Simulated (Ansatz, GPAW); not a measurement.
# 1T-NiTe2 under honeycomb AsSb, AC: simulated STM images

Aim: Tersoff-Hamann images of 1T-NiTe2 under honeycomb AsSb, AC at several biases.

Main program and level: GPAW 26.7.0 and Ansatz 0.2.0; Ansatz plane waves; layer without images along its normal, relaxation of atoms and in-plane cell, with D3(BJ) dispersion, in the first sound run; inputs show where later runs differ.

Most raw output is cut from this account.

### 1. Starting point

The cell holds 5 atoms: 2 Te, 1 Ni, 1 Sb and 1 As. Its edges and angles: a = 3.820 Å, b = 3.820 Å, c = 25.174 Å, α = 90.0°, β = 90.0°, γ = 120.0°. Regions: layer 1: 1T-NiTe2, 3 atoms (2 Te and 1 Ni); layer 2: honeycomb AsSb, 2 atoms (1 Sb and 1 As). Vacuum lies along c.

As a file:

```cif
data_structure
_symmetry_space_group_name_H-M 'P 1'
_symmetry_Int_Tables_number 1
_cell_length_a 3.8200
_cell_length_b 3.8200
_cell_length_c 25.1740
_cell_angle_alpha 90.000
_cell_angle_beta 90.000
_cell_angle_gamma 120.000
_cell_volume 318.13
loop_
_atom_site_label
_atom_site_type_symbol
_atom_site_fract_x
_atom_site_fract_y
_atom_site_fract_z
_atom_site_occupancy
Te1 Te 0.66667 0.33333 0.35751 1
Ni2 Ni 0.00000 0.00000 0.40725 1
Te3 Te 0.33333 0.66667 0.45698 1
Sb4 Sb 0.33333 0.66667 0.58211 1
As5 As 0.00000 0.00000 0.64249 1
```

### 2. Relaxation

The atoms are relaxed first, since the surface dipole, and with it the work function, follows the positions of the outer layers.

Input file input.yaml:

```yaml
crystal:
  lattice:
    - [3.82, 0.0, 0.0]
    - [-1.91, 3.3082170425, 0.0]
    - [0.0, 0.0, 25.1739616618]
  atoms:
    - { symbol: Te, position: [0.6666666667, 0.3333333333, 0.3575122629] }
    - { symbol: Ni, position: [0.0, 0.0, 0.4072454296] }
    - { symbol: Te, position: [0.3333333333, 0.6666666667, 0.4569785962] }
    - { symbol: Sb, position: [0.3333333333, 0.6666666667, 0.5821078882] }
    - { symbol: As, position: [0.0, 0.0, 0.6424877371] }
  periodic: [true, true, false]
kpoints:
  mp_grid: { grid: [9, 9, 1] }
hamiltonian:
  xc: pbe
  dispersion: d3bj
scf:
  occupations: { method: fermi_dirac, width: 0.05 }
relax:
  f_tol: 0.01
  max_steps: 90
  cell: {}
```

Launch:

```sh
ansatz run input.yaml --threads 4 --pin off --max-ram 8192MiB --backend cpu --events-out ev --progress --plain --runs-dir out
```

It took 4.3 min on 4 threads of Intel Xeon Platinum 8488C (Sapphire Rapids), shared host; peak memory 1.1 GiB.

This run has no spin polarisation, although Ni can carry a moment.

Relaxation path:

```csv
step,energy less that of the first step (eV),largest force component (eV/Å),volume (Å³)
1,0.0000,0.6289,482.09
2,-0.0752,0.3744,485.82
3,-0.0934,0.1455,484.18
4,-0.1025,0.1350,483.42
5,-0.1076,0.0594,480.43
6,-0.1101,0.0819,477.33
7,-0.1154,0.0801,469.79
8,-0.1083,0.1684,460.12
9,-0.1162,0.0379,468.13
10,-0.1164,0.0057,466.78
11*,-0.1156,0.0056,466.78
```

Relaxation steps marked * repeat the geometry before them on a plane-wave basis chosen anew for their cell, so energy and pressure can jump there. Relaxation step 8 was tried and not accepted.

Forces are held to the 6 operations that the run works with; a distortion that breaks them can't arise in this run.

```csv
cell as run,before,after,change
a (Å),3.820,3.759,-1.6 %
b (Å),3.820,3.759,-1.6 %
```

The atoms that moved most (Å, along periodic axes as changes of fractional coordinates times the final cell, across vacuum about the mean position):

| atom | dx | dy | dz | length |
| --- | --- | --- | --- | --- |
| As5 | 0.000 | 0.000 | 0.527 | 0.527 |
| Sb4 | 0.000 | 0.000 | 0.504 | 0.504 |
| Te1 | 0.000 | 0.000 | -0.467 | 0.467 |
| Ni2 | 0.000 | 0.000 | -0.341 | 0.341 |
| Te3 | 0.000 | 0.000 | -0.223 | 0.223 |

Final coordinates:

```xyz
5
Lattice="3.7589 0.0000 0.0000 -1.8794 3.2553 0.0000 0.0000 0.0000 38.1479" Properties=species:S:1:pos:R:3
Te    1.8794    1.0851    8.5333
Ni    0.0000    0.0000    9.9109
Te    0.0000    2.1702   11.2806
Sb    0.0000    2.1702   15.1581
As    0.0000    0.0000   16.7010
```

This step gave:

```yaml
free_energy: -31142.2155 eV
smearing_term_ts: 0.01682 eV
symmetry_operations: 6
```

The relaxation lowered the energy of the cell by 0.116 eV.

### 3. The slab's potential

The work function is the vacuum plateau of the electrostatic potential less the Fermi level; a dipole layer lets the two faces have plateaus of their own.

This step: GPAW, PAW setups; slab in vacuum (GPAW 26.7.0).

The cell differs from the one that the last finished run ended in (c 38.148 → 26.168 Å).

Input file run.py:

```python
import json
import numpy as np
from ase import Atoms
from ase.dft.stm import STM
from gpaw import GPAW, PW

slab = Atoms(
    ['Te', 'Ni', 'Te', 'Sb', 'As'],
    positions=[
        [1.87943, 1.08509, 9.00000],
        [0.00000, -0.00000, 10.37757],
        [-0.00000, 2.17018, 11.74736],
        [-0.00000, 2.17018, 15.62483],
        [0.00000, -0.00000, 17.16768]],
    cell=[[3.75886, -0.0, -0.0], [-1.87943, 3.25527, 0.0], [-0.0, 0.0, 26.1677]],
    pbc=[True, True, False])

slab.calc = GPAW(mode=PW(400), xc='PBE', kpts={'size': (9, 9, 1), 'gamma': True},
                 occupations={'name': 'fermi-dirac', 'width': 0.05}, nbands='160%',
                 convergence={'density': 1e-05}, maxiter=200,
                 poissonsolver={'dipolelayer': 'xy'},
                 symmetry={'tolerance': 1e-3}, txt='slab.txt')
result = {}
energy = slab.get_potential_energy()
fermi = slab.calc.get_fermi_level()
v = slab.calc.get_electrostatic_potential().mean((0, 1)) - fermi
n = slab.calc.get_pseudo_density().mean((0, 1))
L = slab.cell[2, 2]
z = np.arange(len(v)) * L / len(v)
low, high = slab.positions[:, 2].min(), slab.positions[:, 2].max()
below, above = np.interp([low - 6.8, high + 6.8], z, v)
slopes = [np.interp(x, z, np.gradient(v, z)) for x in (low - 6.8, high + 6.8)]
eps = np.array([[slab.calc.get_eigenvalues(k, s) for k in range(len(slab.calc.get_ibz_k_points()))]
                for s in range(slab.calc.get_number_of_spins())]) - fermi
top, bottom = eps[eps < 0].max(), eps[eps > 0].min()
dipole = slab.get_dipole_moment()[2]
print(f'energy {energy:.4f} eV, Fermi level {fermi:.4f} eV, dipole {dipole:.5f} e A')
print(f'potential 6.8 A off the faces, from the Fermi level: lower {below:.4f} eV, upper {above:.4f} eV')
print(f'slope of the potential there: lower {slopes[0]:.5f}, upper {slopes[1]:.5f} eV/A')
print(f'nearest levels on the mesh: {top:.4f} and {bottom:.4f} eV')
print('magnetic moment', round(slab.get_magnetic_moment(), 3))
result.update(energy=energy, fermi=fermi, dipole=dipole, below=below, above=above, slopes=slopes, edges=[top, bottom],
              z=z.tolist(), v=v.tolist(), n=n.tolist(), positions=slab.positions.tolist(),
              forces=slab.get_forces(apply_constraint=False).tolist(), moments=slab.get_magnetic_moments().tolist())

# Images need the states of the whole zone, up to time reversal
slab.calc = slab.calc.fixed_density(symmetry={'point_group': False}, txt='states.txt',
                                    convergence={'bands': 'CBM+0.8'})
stm = STM(slab)
result['stm'] = []
for bias in [-0.5, 0.5]:
    height = high + 4.0
    current = stm.get_averaged_current(bias, height)
    x, y, h = stm.scan(bias, current)
    i, f = divmod(height / L * stm.ldos.shape[2], 1)
    I = abs((1 - f) * stm.ldos[:, :, int(i)] + f * stm.ldos[:, :, int(i) + 1])
    print(f'bias {bias} V: mean current at 4.0 A {current:.4e}, corrugation {np.ptp(h):.4f} A')
    result['stm'].append(dict(bias=bias, current=current, h=(h - high).tolist(), I=I.tolist()))
json.dump(result, open('result.json', 'w'))
```

Launch:

```sh
OMP_NUM_THREADS=1 OPENBLAS_NUM_THREADS=1 python run.py
```

Elapsed: 6.6 min, on 1 thread; peak memory 0.53 GiB.

This step gave:

```
dipole along the normal                    : -0.002131 e·Å
levels nearest the Fermi level on the mesh : -0.05399, 0.05642 eV from the Fermi level
upper work function                        : 4.506 eV
lower work function                        : 4.488 eV
corrugation -0.5                           : 0.1537 Å
corrugation 0.5                            : 0.02823 Å
```

The electrostatic potential energy of an electron (without an applied field's), less the Fermi level, planar mean oscillates, so the rows of the table below give means over windows of 2.72 Å about each position, cut where the curve ends. Its maxima inside the range that stand out by 2 % of the span (Å: eV): 9.8: -5.90, 10.9: -6.02, 13.6: 3.62, 16.4: -6.03. Its minima: 9.0: -18.4, 10.4: -8.23, 11.7: -18.4, 15.6: -17.4, 17.2: -12.9.

Table of electrostatic potential energy of an electron (without an applied field's), less the Fermi level, planar mean by z; means over each step:

```
z (Å)  electrostatic potential energy of an electron (without an applied field's), less the Fermi level, planar mean (eV)
 1.36                                                                                                                4.49
 4.08                                                                                                                4.49
 6.80                                                                                                                3.70
 9.52                                                                                                               -9.49
12.24                                                                                                               -6.03
14.96                                                                                                               -5.28
17.68                                                                                                               -3.40
20.40                                                                                                                4.48
23.12                                                                                                                4.51
25.84                                                                                                                4.51
```

The pseudo valence density, planar mean oscillates, so the rows of the table below give means over windows of 1.88 Å about each position, cut where the curve ends. Its maxima inside the range that stand out by 2 % of the span (Å: e/Å³): 8.6: 0.256, 10.5: 1.71, 12.4: 0.257, 15.7: 1.27, 17.6: 0.236. Its minima: 9.0: 0.105, 11.7: 0.109, 13.6: 0.0253, 17.2: 0.148.

Pseudo valence density, planar mean against z; means over each step:

```
z (Å)  pseudo valence density, planar mean (e/Å³)
 4.70                                      6.1e-5
 6.58                                     0.00829
 8.46                                       0.169
10.34                                       0.850
12.22                                       0.181
14.10                                      0.0848
15.98                                       0.652
17.86                                       0.138
19.74                                     0.00360
21.62                                      2.4e-5
```

Tip height over the top atom over a1 and a2. Sample bias -0.5 V, constant current at the mean current 4.0 Å over the top atom.

Values in Å, 12 rows by 16 columns, each cell a mean:
```
4.08 4.07 4.06 4.04 4.01 3.99 3.97 3.96 3.97 3.98 4.00 4.02 4.04 4.06 4.08 4.08
4.07 4.05 4.03 4.01 3.99 3.97 3.96 3.96 3.97 3.98 4.00 4.02 4.05 4.06 4.07 4.07
4.04 4.02 4.00 3.98 3.97 3.95 3.95 3.95 3.97 3.98 4.00 4.02 4.04 4.05 4.05 4.05
4.01 3.99 3.98 3.96 3.95 3.94 3.94 3.95 3.97 3.98 3.99 4.01 4.02 4.03 4.03 4.02
3.98 3.97 3.96 3.96 3.95 3.95 3.95 3.96 3.97 3.97 3.98 3.99 3.99 3.99 3.99 3.98
3.97 3.96 3.96 3.96 3.96 3.96 3.96 3.96 3.96 3.97 3.97 3.97 3.97 3.97 3.97 3.97
3.97 3.98 3.98 3.98 3.98 3.98 3.98 3.97 3.97 3.96 3.96 3.95 3.95 3.96 3.96 3.97
4.00 4.00 4.01 4.01 4.01 4.00 3.99 3.98 3.97 3.96 3.95 3.95 3.95 3.96 3.97 3.98
4.03 4.04 4.04 4.04 4.03 4.02 4.00 3.98 3.96 3.95 3.95 3.96 3.96 3.98 4.00 4.02
4.06 4.06 4.06 4.06 4.04 4.03 4.01 3.98 3.96 3.96 3.96 3.97 3.99 4.01 4.03 4.04
4.08 4.08 4.07 4.06 4.04 4.02 4.00 3.98 3.97 3.97 3.97 3.99 4.01 4.04 4.05 4.07
4.09 4.08 4.07 4.06 4.04 4.01 3.99 3.97 3.97 3.97 3.98 4.01 4.03 4.05 4.07 4.08
```
Columns: a1 from 0 to 0.944; rows upwards: a2 from 0 to 0.944.

Local density of states summed over the bias window over a1 and a2. Sample bias -0.5 V, constant height 4.0 Å over the top atom.

Ten even steps from '0' (3.33 × 1e-6 arbitrary) to '9' (4.64 × 1e-6 arbitrary):
```
998754321123457899
987643211123467899
876432111123467888
654321101123456777
543211001123456666
432110001123445554
221100001122334433
211111111122222222
111111111122111122
222222222211111112
233333322211001122
444444432110001123
556655432110011234
677766542111112456
888876542111124567
999876532212235678
999876432222346789
999865422122456899
```
Columns: a1 from 0 to 0.944; rows upwards: a2 from 0 to 0.944.

Tip height over the top atom over a1 and a2. Sample bias 0.5 V, constant current at the mean current 4.0 Å over the top atom.

Ten even steps from '0' (3.979 Å) to '9' (4.008 Å):
```
567876665566678765
777666654566667777
886656533565668888
976566424665679888
866664114666688778
766541014566788788
765321123567888888
754344434577778777
755566555798788789
766666667999888999
766556677898668987
766666787786568778
876678887886688788
987898888888888888
877887787799778778
767887887898788788
557888887997888887
557898777777789875
```
Columns: a1 from 0 to 0.944; rows upwards: a2 from 0 to 0.944.

Local density of states summed over the bias window over a1 and a2. Sample bias 0.5 V, constant height 4.0 Å over the top atom.

Values in units of 1e-6 arbitrary, 12 rows by 16 columns, each cell a mean:
```
1.3 1.3 1.3 1.3 1.3 1.3 1.3 1.3 1.3 1.3 1.3 1.3 1.3 1.3 1.3 1.3
1.3 1.3 1.3 1.3 1.3 1.3 1.3 1.3 1.3 1.3 1.3 1.3 1.3 1.3 1.3 1.3
1.3 1.3 1.3 1.3 1.3 1.3 1.2 1.3 1.3 1.3 1.3 1.3 1.3 1.3 1.3 1.3
1.3 1.3 1.3 1.3 1.3 1.2 1.2 1.3 1.3 1.3 1.3 1.3 1.3 1.3 1.3 1.3
1.3 1.3 1.3 1.3 1.3 1.2 1.3 1.3 1.3 1.3 1.3 1.3 1.3 1.3 1.3 1.3
1.3 1.3 1.3 1.3 1.3 1.3 1.3 1.3 1.3 1.3 1.3 1.3 1.3 1.3 1.3 1.3
1.3 1.3 1.3 1.3 1.3 1.3 1.3 1.3 1.3 1.3 1.3 1.3 1.3 1.3 1.3 1.3
1.3 1.3 1.3 1.3 1.3 1.3 1.3 1.3 1.3 1.3 1.3 1.3 1.3 1.3 1.3 1.3
1.3 1.3 1.3 1.3 1.3 1.3 1.3 1.3 1.3 1.3 1.3 1.3 1.3 1.3 1.3 1.3
1.3 1.3 1.3 1.3 1.3 1.3 1.3 1.3 1.3 1.3 1.3 1.3 1.3 1.3 1.3 1.3
1.3 1.3 1.3 1.3 1.3 1.3 1.3 1.3 1.3 1.3 1.3 1.3 1.3 1.3 1.3 1.3
1.3 1.3 1.3 1.3 1.3 1.3 1.3 1.3 1.3 1.3 1.3 1.3 1.3 1.3 1.3 1.3
```
Columns: a1 from 0 to 0.944; rows upwards: a2 from 0 to 0.944.

Force by atom:

```csv
atom,x (eV/Å),y (eV/Å),z (eV/Å),size
Te1,0.0000,0.0000,-0.0403,0.0403
Ni2,0.0000,0.0000,-0.0342,0.0342
Te3,0.0000,0.0000,-0.0754,0.0754
Sb4,0.0000,0.0000,0.0824,0.0824
As5,0.0000,0.0000,0.0694,0.0694
```

The potential is flat to 5.8e-5 eV/Å where it is read, so the vacuum is wide enough. The geometry is the other program's minimum (found with a dispersion term); here the largest force on a free atom is 0.082 eV/Å.

[end of part 1 of 2]

[Logs are printed without paths, hosts, clocks, repeated set-up lines and the standing remarks that a program may print on its own settings, such as how far it seeks lower states.]

[Hosts, paths, dates, database ids (printed as entryN), source tags and the programs' standing remarks are cut or masked in the printed files.]
